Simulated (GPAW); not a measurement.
# Fitting the revPBE energy curve of Li

```
Li
1.0
    -1.75465    1.75465    1.75465
     1.75465   -1.75465    1.75465
     1.75465    1.75465   -1.75465
Li
1
Direct
  0.00000 0.00000 0.00000
```

The cell was scaled at fixed shape and fractions and run with GPAW, the program's PAW data sets (release 1.2.1) made for this functional, cutoff 800 eV; revPBE, k mesh 11 × 11 × 11 on the cell of 1 atom, fermi-dirac occupations of 0.05 eV, no spin polarisation, no spin-orbit coupling. Energies are those that the program minimises, any entropy of the smearing included. For a metal such a mesh isn't converged to the digits shown.

```tsv
V (Å³/atom)	energy over the lowest row (meV/atom)
20.3123	1.562
20.7445	0.382
21.1767	0.000
21.6088	0.350
22.0410	?
22.4732	2.999
22.9054	5.192
```

Q: Fit the third-order Birch-Murnaghan form, give V0, B0 and B′, and predict the energy left open.

A: With y = (V0/V)^(2/3), E = E0 + (9 V0 B0/16) [(y - 1)³ B′ + (y - 1)² (6 - 4y)]. Least squares through the rows shown give V0 = 21.1799 Å³/atom, E0 = 0.000 meV, B0 = 13.26 GPa (1 eV/Å³ = 160.218 GPa) and B′ = 3.33, with a largest miss of 0.001 meV. At V = 22.0410 the form with these constants gives 1.367 meV; the run gave 1.369 meV an atom. Measured volume: 21.61 Å³/atom at 293 K (COD entry, Crystal Structures 1 7 1963), so the fit lies -2.0 % from it. The runs are for a static lattice.
